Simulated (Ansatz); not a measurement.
We consider rutile RuO2, described by PBE in Ansatz (PAW).

Numerical settings: plane-wave cutoff 520 eV, 12×12×18 k mesh (along the axes of the cell as run), Fermi–Dirac smearing 0.05 eV, no spin polarisation, scalar-relativistic PAW data made under PBE.

The cell is scaled about its equilibrium volume:

Shape and atoms are relaxed at each volume.

| V (Å³/atom) | P (GPa) | c (Å) | a (Å) |
|---|---|---|---|
| 10.211 | 11.28 | 3.096 | 4.448 |
| 10.423 | 5.32 | 3.107 | 4.486 |
| 10.636 | 0.00 | 3.119 | 4.523 |
| 10.849 | -4.74 | 3.130 | 4.560 |
| 11.061 | -8.96 | 3.142 | 4.596 |

Note: the bulk modulus comes from volumes at which shape and atoms were relaxed.

Ansatz is an electronic-structure program.
